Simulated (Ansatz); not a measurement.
## TiB$_{2}$: relaxed-ion elastic tensor

The calculation used DFT PBE, scalar-relativistic, plane waves, PAW in Ansatz 0.2.0. Cutoff 420 eV, 18×18×14 k-points (Γ-centred), Fermi-Dirac smearing of 0.15 eV. No spin polarisation.

Relaxed structure:
```xyz
3
Lattice="3.0327 0.0000 0.0000 -1.5164 2.6264 0.0000 0.0000 0.0000 3.2241" Properties=species:S:1:pos:R:3 pbc="T T T"
Ti    0.0000    0.0000    0.0000
B     0.0000    1.7509    1.6121
B     1.5164    0.8755    1.6121
```

It was relaxed at this level from a cell as deposited in COD. In a metal, frequencies and elastic constants depend on the k mesh and the smearing, soft modes and shear constants most.

(1) Give the relaxed-ion elastic constants (GPa, Voigt order xx yy zz yz xz xy, on the Cartesian axes of the cell above).

(2) Is the crystal stable against homogeneous strain?

(3) And the moduli of a polycrystal (Hill averages)?

Results:

(1)
```
650.6  66.2 101.4   0.0   0.0   0.0
 66.2 650.6 101.4   0.0   0.0   0.0
101.4 101.4 452.6   0.0   0.0   0.0
  0.0   0.0   0.0 257.5   0.0   0.0
  0.0   0.0   0.0   0.0 257.5   0.0
  0.0   0.0   0.0   0.0   0.0 292.2
```

(2) Yes: the least eigenvalue of the tensor is 257.5 GPa.

(3) B = 252 GPa, G = 258 GPa, E = 576 GPa, ν = 0.12.
